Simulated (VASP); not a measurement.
# Cs (Im-3m) in VASP: further runs

Runs on Cs. Level: PBE. Tasks: relaxation of cell and atoms, single point.

Program: VASP 6.6.1. These are calculated values, not measurements. Logs are shortened: lines on timing, memory, paths and dates and some standing lists are left out, and cuts for length are marked.

## Step 1: The structure

The structure is cubic, space group Im-3m (No. 229). Conventional cell: a = 6.067 Å, b = 6.067 Å, c = 6.067 Å, α = 90.00°, β = 90.00°, γ = 90.00°.

## Step 2: Relaxation of cell and atoms, PBE

Contents of INCAR:

```
ALGO = Normal
EDIFF = 1E-6
EDIFFG = -0.01
ENCUT = 600
GGA = PE
IBRION = 2
ISIF = 3
ISMEAR = 1
LASPH = T
LCHARG = F
LREAL = F
LWAVE = F
NELM = 80
NSW = 90
PREC = Accurate
SIGMA = 0.1
```

Contents of KPOINTS:

```
k-points
0
Gamma
  10 10 10
```

Contents of POSCAR:

```
Cs
1.0
   -3.0335000000      3.0335000000      3.0335000000
    3.0335000000     -3.0335000000      3.0335000000
    3.0335000000      3.0335000000     -3.0335000000
Cs
1
Direct
    0.0000000000      0.0000000000      0.0000000000
```

Potentials or basis: VASP PAW PBE potentials, release 64 (Cs_sv).

On the command line:

```
$ cat potpaw_PBE.64/Cs_sv/POTCAR > POTCAR
$ mpirun -np 1 vasp_std > vasp.out
```

OUTCAR:

```text
EDIFF = 1E-6
   EDIFFG = -0.01
   ENCUT = 600
   GGA = PE
   IBRION = 2
   ISIF = 3
   ISMEAR = 1
   LASPH = T
   LREAL = F
   NELM = 80
   NSW = 90
   PREC = Accurate

 ion  position               nearest neighbor table
   1  0.000  0.000  0.000-

  LATTYP: Found a body centered cubic cell.
 ALAT       =     6.0670000000

  Lattice vectors:

 A1 = (  -3.0335000000,   3.0335000000,   3.0335000000)
 A2 = (   3.0335000000,  -3.0335000000,   3.0335000000)
 A3 = (   3.0335000000,   3.0335000000,  -3.0335000000)

Analysis of symmetry for initial positions (statically):
=====================================================================
 Subroutine PRICEL returns:
 Original cell was already a primitive cell.

 Routine SETGRP: Setting up the symmetry group for a
 body centered cubic supercell.

 Subroutine GETGRP returns: Found 48 space group operations
 (whereof 48 operations were pure point group operations)
 out of a pool of 48 trial point group operations.

The static configuration has the point symmetry O_h .

Analysis of symmetry for dynamics (positions and initial velocities):
=====================================================================
 Subroutine PRICEL returns:
 Original cell was already a primitive cell.

 Routine SETGRP: Setting up the symmetry group for a
 body centered cubic supercell.

 Subroutine GETGRP returns: Found 48 space group operations
 (whereof 48 operations were pure point group operations)
 out of a pool of 48 trial point group operations.

The dynamic configuration has the point symmetry O_h .

 Subroutine INISYM returns: Found 48 space group operations
 (whereof 48 operations are pure point group operations),
 and found     1 'primitive' translations

----------------------------------------------------------------------------------------

                                     Primitive cell

  volume of cell :     111.6586

  direct lattice vectors                    reciprocal lattice vectors
    -3.033500000  3.033500000  3.033500000     0.000000000  0.164826108  0.164826108
     3.033500000 -3.033500000  3.033500000     0.164826108  0.000000000  0.164826108
     3.033500000  3.033500000 -3.033500000     0.164826108  0.164826108  0.000000000

  length of vectors
     5.254176125  5.254176125  5.254176125     0.233099318  0.233099318  0.233099318

  position of ions in fractional coordinates (direct lattice)
     0.000000000  0.000000000  0.000000000

[... 93 lines left out ...]
   IMIX   =      4    mixing-type and parameters
     AMIX     =   0.40;   BMIX     =  1.00
     AMIX_MAG =   1.60;   BMIX_MAG =  1.00
  volume/ion in A,a.u.               =     111.66       753.51
  Fermi-wavevector in a.u.,A,eV,Ry     =   0.707172  1.336361  6.804166  0.500092
  Thomas-Fermi vector in A             =   1.793149
   LORBIT       =      0    0 simple, 1 ext, 2 COOP (PROOUT), +10 PAW based schemes
   GGA     = PE    functional components
   LHFCALC =     F    Hartree Fock is set to
   AEXX    =    0.0000 exact exchange contribution
   IVDW    =     0    specifies the selected vdW correction
   LEPSILON=     F    determine dielectric tensor
   LRPA    =     F    only Hartree local field effects (RPA)
 conjugate gradient relaxation of ions
 non-spin polarized calculation
 Methfessel and Paxton  Order N= 1 SIGMA  =   0.10
  energy-cutoff  :      600.00
  volume of cell :      111.66
 maximum number of plane-waves:      3781
 NGX is ok and might be reduce to    42
   NGX = 21   NGY = 21   NGZ = 21

--------------------------------------- Ionic step        1  -------------------------------------------

 number of electron       8.9999998 magnetization

 Free energy of the ion-electron system (eV)
  ---------------------------------------------------
  ext. energy  EPLUGINS =         0.00000000
  ---------------------------------------------------
  free energy    TOTEN  =        -0.84506098 eV

  energy without entropy =       -0.84257402  energy(sigma->0) =       -0.84423199

------------------------ aborting loop because EDIFF is reached ----------------------------------------

  FORCE on cell =-STRESS in cart. coord.  units (eV):
  Direction    XX          YY          ZZ          XY          YZ          ZX
  --------------------------------------------------------------------------------------
  -------------------------------------------------------------------------------------
  Total        0.0687842      0.0687842      0.0687842     -0.0000000      0.0000000      0.0000000
  in kB        0.9869775      0.9869775      0.9869775     -0.0000000      0.0000000      0.0000000
  external PRESSURE =       0.9869775 kB  Pullay stress =       0.0000000 kB
[... 92 lines left out ...]
--------------------------------------- Ionic step        4  -------------------------------------------

 number of electron       9.0000002 magnetization

 Free energy of the ion-electron system (eV)
  ---------------------------------------------------
  ext. energy  EPLUGINS =         0.00000000
  ---------------------------------------------------
  free energy    TOTEN  =        -0.84664543 eV

  energy without entropy =       -0.84425844  energy(sigma->0) =       -0.84584977

 E-fermi :   0.4197     XC(G=0):  -5.3630

 val. band max:        0.3781744499   @ k =  -0.3000   0.3000   0.3000
 cond. band min:       0.4306515522   @ k =   0.3000   0.2000   0.0000
 fundamental gap:      0.0524771024
 Fermi energy:         0.4196739601

 k-point     1 :       0.0000    0.0000    0.0000
  band No.  band energies     occupation
      1     -23.4588      2.00000
      2     -10.2043      2.00000
      3     -10.2043      2.00000
      4     -10.2043      2.00000
      5      -1.2507      2.00000
      6       2.8912      0.00000
      7       2.8912      0.00000
      8       2.8912      0.00000
[... 243 lines left out ...]
 k-point    24 :      -0.3000    0.3000    0.1000
  band No.  band energies     occupation
      1     -23.4543      2.00000
      2     -10.2880      2.00000
      3     -10.2371      2.00000
      4     -10.2141      2.00000
      5      -0.2713      2.00000
      6       1.9061     -0.00000
      7       2.3535     -0.00000
      8       3.1388      0.00000

 [... further k-points ...]

------------------------ aborting loop because EDIFF is reached ----------------------------------------

  FORCE on cell =-STRESS in cart. coord.  units (eV):
  Direction    XX          YY          ZZ          XY          YZ          ZX
  --------------------------------------------------------------------------------------
  -------------------------------------------------------------------------------------
  Total       -0.0004977     -0.0004977     -0.0004977      0.0000000      0.0000000     -0.0000000
  in kB       -0.0068124     -0.0068124     -0.0068124      0.0000000      0.0000000     -0.0000000
  external PRESSURE =      -0.0068124 kB  Pullay stress =       0.0000000 kB
[... 16 lines left out ...]
  FREE ENERGIE OF THE ION-ELECTRON SYSTEM (eV)
  ---------------------------------------------------
  free  energy   TOTEN  =        -0.8466454302 eV

  energy  without entropy=       -0.8442584441  energy(sigma->0) =       -0.84584977

 reached required accuracy - stopping structural energy minimisation
```

Run time: 43 s. Hardware: 1 thread of Intel Xeon 6975P-C (Granite Rapids), shared host; peak memory 0.29 GiB.

Results:

```yaml
Free_energy: -0.8466 eV
Relaxed_volume: 117.06 Å³/atom
Relaxed_cell: a = 5.338 Å, b = 5.338 Å, c = 5.338 Å, α = 109.47°, β = 109.47°, γ = 109.47°
Space_group_after_relaxing_to_0.05_Å: Im-3m (No. 229)
Energy_gained_by_relaxing: 1.6 meV/atom
Ionic_steps: 4
Pressure_after_relaxing: 0.0 GPa
Band_gap_on_the_k_mesh: none (metal or under the smearing width)
```

The path:
```
step  energy change (eV)  largest force (eV/Å)  pressure (GPa)  volume (Å³)
   1              0.0000                0.0000            0.10       111.66
   2             -0.0006                0.0000            0.08       112.77
   3             -0.0015                0.0000            0.02       116.16
   4             -0.0016                0.0000            0.00       117.06
```

Final structure:
```xyz
1
Lattice="-3.0817 3.0817 3.0817 3.0817 -3.0817 3.0817 3.0817 3.0817 -3.0817" Properties=species:S:1:pos:R:3 pbc="T T T"
Cs    3.0817   -3.0817    3.0817
```

The run has no spin-orbit coupling, so splittings on Cs are missing. PBE usually gives volumes a little too large and moduli too small.

## Step 3: Relaxation of cell and atoms, PBE

This run uses another cell than the first one, of 117.06 Å³/atom, 1.048 times its volume.

INCAR: that of step 2 with these lines changed.

```diff
@@ -1,4 +1,4 @@
 ALGO = Normal
-EDIFF = 1E-6
-EDIFFG = -0.01
+EDIFF = 1E-7
+EDIFFG = -0.005
 ENCUT = 600
```

KPOINTS is that of step 2.

Contents of POSCAR:

```
Cs                                      
1.0
   -3.0816697326      3.0816697326      3.0816697326
    3.0816697326     -3.0816697326      3.0816697326
    3.0816697326      3.0816697326     -3.0816697326
  Cs            
     1
Direct
     0.0000000000000000    1.0000000000000000    0.0000000000000000
```

Potentials or basis: VASP PAW PBE potentials, release 64 (Cs_sv).

On the command line:

```
$ cat potpaw_PBE.64/Cs_sv/POTCAR > POTCAR
$ mpirun -np 1 vasp_std > vasp.out
```

Wall time 21 s (1 thread of Intel Xeon 6975P-C (Granite Rapids), shared host); peak memory 0.31 GiB.

The run converged. Its results:

```yaml
Free_energy: -0.8468 eV
Pressure_after_relaxing: 0.0 GPa
Band_gap_on_the_k_mesh: none (metal or under the smearing width)
```

Final structure:
```yaml
crystal:
  lattice:
    - [-3.08167, 3.08167, 3.08167]
    - [3.08167, -3.08167, 3.08167]
    - [3.08167, 3.08167, -3.08167]
  atoms:
    - { symbol: Cs, position: [0.00000, 0.00000, 0.00000] }
```

Levels at points of the mesh, in eV from the Fermi level:
```
           k point  band 2  band 3  band 4  band 5  band 6  band 7
(0.00, 0.00, 0.00)  -10.62  -10.62  -10.62   -1.67    2.47    2.47
(0.50, 0.00, 0.00)  -10.75  -10.67  -10.62    0.03    0.84    1.64
(0.50, 0.50, 0.50)  -10.72  -10.72  -10.72    0.65    0.65    2.96
```

Caveat: the relaxation stopped at its first step, so nothing moved. Spin-orbit coupling is left out, which matters for the levels of Cs.

## Step 4: Single point, PBE

This run uses another cell than the first one, of 117.06 Å³/atom, 1.048 times its volume.

Contents of INCAR:

```
ALGO     = Normal         # electronic algorithm
EDIFF    = 1E-6           # SCF threshold, eV
ENCUT    = 450            # plane-wave cutoff, eV
GGA      = PE             # functional
ISIF     = 2              # what is computed and relaxed
ISMEAR   = 1              # smearing method
LASPH    = True           # aspherical terms in the spheres
LCHARG   = False          # write CHGCAR
LREAL    = False          # projectors in reciprocal space
LWAVE    = False          # write WAVECAR
NELM     = 80             # most SCF steps
PREC     = Accurate       # precision mode
SIGMA    = 0.1            # smearing width, eV
```

KPOINTS is that of step 3.

POSCAR: that of step 3 with these lines changed.

```diff
@@ -8,2 +8,2 @@
 Direct
-     0.0000000000000000    1.0000000000000000    0.0000000000000000
+     0.0000000000000000    0.0000000000000000    0.0000000000000000
```

On the command line:

```
$ cat potpaw_PBE.64/Cs_sv/POTCAR > POTCAR
$ mpirun -np 1 vasp_std > vasp.out
```

Run time: 11 s. Hardware: 1 thread of Intel Xeon 6975P-C (Granite Rapids), shared host; peak memory 0.24 GiB.

Results (log left out):

| Quantity | Value |
| --- | --- |
| Free energy | -0.8467 eV |
| Pressure | 0.0 GPa |
| Band gap on the k mesh | none (metal or under the smearing width) |

Levels at points of the mesh, in eV from the Fermi level:
```tsv
k point	band 1	band 2	band 3	band 4	band 5	band 6	band 7	band 8
(0.00, 0.00, 0.00)	-23.88	-10.62	-10.62	-10.62	-1.67	2.47	2.47	2.47
(0.50, 0.00, 0.00)	-23.87	-10.75	-10.67	-10.62	0.03	0.84	1.64	3.15
(0.50, 0.50, 0.50)	-23.87	-10.72	-10.72	-10.72	0.65	0.65	2.96	2.96
```

Spin-orbit coupling is left out, which matters for the levels of Cs.
